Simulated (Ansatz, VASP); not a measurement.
**Two plane-wave programs on VSi**

```xyz
2
Lattice="0.0000 2.4437 2.4437 2.4437 0.0000 2.4437 2.4437 2.4437 0.0000" Properties=species:S:1:pos:R:3 pbc="T T T"
V     0.0000    0.0000    0.0000
Si    2.4437    2.4437    2.4437
```

Alike in both runs: functional PBE; k mesh 13 × 13 × 13; occupations fermi-dirac, width 0.03 eV; collinear spin.

Ansatz relaxed the structure, and its values are those at the end. VASP's run is a single point on that final structure, the one shown.

|  | VASP | Ansatz |
| --- | --- | --- |
| version | VASP 6.6.1 | Ansatz 0.2.0 |
| potentials or method | VASP PAW PBE potentials, release 64 (V_sv, Si) | PAW with Ansatz's default frozen-core files, scalar-relativistic |
| plane-wave cutoff (eV) | 520 | 420 |
| valence electrons in the cell | 17 | 17 |

|  | VASP | Ansatz | Ansatz less VASP |
| --- | --- | --- | --- |
| pressure (GPa) | 0.2 | 0.0 | -0.18 |
| net moment per atom (μB) | 0.00 | 0.00 | -0.004 |

Ansatz warned: «seeded_moment_not_kept».
